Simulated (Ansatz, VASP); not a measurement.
**One calculation of CdSe, two programs**

Contents of INCAR:

```
  PREC = Accurate
  ENCUT = 520
  EDIFF = 1E-6
  ISMEAR = 0
  SIGMA = 0.05
  LREAL = F
  LASPH = T
  NELM = 80
  ALGO = Normal
  ISIF = 2
  LWAVE = F
  LCHARG = T
  GGA = PE
  LELF = T
  LVHAR = T
  NBANDS = 26
```

KPOINTS

```
Automatic mesh
0
Gamma
  9 9 4
```

The input POSCAR:

```
CdSe
1.0
    4.5134249099      0.0000000000      0.0000000000
   -2.2567124550      3.9087406301      0.0000000000
    0.0000000000      0.0000000000      7.3659600000
Cd Se
2 2
Direct
    0.6666666667      0.3333333333      0.0000000000
    0.3333333333      0.6666666667      0.5000000000
    0.6666666667      0.3333333333      0.3750000000
    0.3333333333      0.6666666667      0.8750000000
```

Input for Ansatz:

```yaml
crystal:
  lattice:
    - [4.5134249099, 0.0, 0.0]
    - [-2.256712455, 3.9087406301, 0.0]
    - [0.0, 0.0, 7.36596]
  atoms:
    - { symbol: Cd, position: [0.6666666667, 0.3333333333, 0.0] }
    - { symbol: Cd, position: [0.3333333333, 0.6666666667, 0.5] }
    - { symbol: Se, position: [0.6666666667, 0.3333333333, 0.375] }
    - { symbol: Se, position: [0.3333333333, 0.6666666667, 0.875] }
basis:
  ecutwfc: 420
kpoints:
  mp_grid: { grid: [9, 9, 4] }
hamiltonian:
  xc: pbe
scf:
  occupations: { method: gaussian, width: 0.05 }
output:
  forces: true
  stress: true
  eigenvalues: true
```

Change from the starting cell: strain +0.050 along x and y, +0.050 along z, atoms carried along.

Alike in both runs: task single point; functional PBE; k mesh 9 × 9 × 4; occupations gaussian, width 0.05 eV; no spin polarisation.

```csv
,VASP,Ansatz
version,VASP 6.6.1,Ansatz 0.2.0
potentials or method,"VASP PAW PBE potentials, release 64 (Cd, Se)","scalar-relativistic, plane waves, PAW"
plane-wave cutoff (eV),520,420
valence electrons in the cell,36,72
```

Ansatz gave:

```
gap on the k mesh at the Fermi level (eV)       : 0.35
least direct gap on the mesh (eV)               : 0.35
pressure (GPa)                                  : -3.2
largest component of the traceless stress (GPa) : 0.05
rms of the force components (eV/Å)              : 0.013
```

Q: Which values does VASP return?

A: gap on the k mesh at the Fermi level (eV): 0.35; least direct gap on the mesh (eV): 0.35; pressure (GPa): -3.0; largest component of the traceless stress (GPa): 0.05; rms of the force components (eV/Å): 0.013.

Atom by atom the forces differ by 0.000 eV/Å (rms over components). With one functional, cell and mesh, what is left measures potentials, basis and numerics. The two sets of potentials don't hold the same shells in valence.
